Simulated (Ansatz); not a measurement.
**Li2O in Ansatz: the effect of functional**

Crystal: Li2O.

```
CELL_PARAMETERS angstrom
0.00000 2.34226 2.34226
2.34226 0.00000 2.34226
2.34226 2.34226 0.00000
ATOMIC_POSITIONS crystal
O 0.00000 0.00000 0.00000
Li 0.25000 0.25000 0.25000
Li 0.75000 0.75000 0.75000
```

The cell comes from a database or a generator and needn't be the stable form of this composition.

The cell isn't the ideal one: volume scaled by 1.02.

Alike in all runs:

| Item | Value |
| --- | --- |
| Program | Ansatz 0.2.0 |
| Task | single point |
| Potentials or basis | Ansatz PAW |
| k mesh | 10 × 10 × 10 |
| Occupations | fermi-dirac, width 0.05 eV |
| Spin | no spin polarisation |

**Question.** One run gave: gap on the mesh 5.61 eV; pressure -5.5 GPa. Which functional did it use?
A. LDA
B. PBEsol
C. r2SCAN

**Answer.** C.

| functional | cutoff | gap on the mesh (eV) | pressure (GPa) |
| --- | --- | --- | --- |
| PBEsol | 420 eV (not typed: the program's choice for these potentials) | 4.75 | -4.9 |
| LDA | 420 eV (not typed: the program's choice for these potentials) | 4.74 | -9.2 |
| r2SCAN | 500 eV (not typed: the program's choice for these potentials) | 5.61 | -5.5 |

Caveats: the PAW data sets come from PBE, with cores solved anew for the run's functional, which leaves a small shift of forces and pressure.

A k mesh can miss the band edges.

Runs at the PBE level aren't shown here.
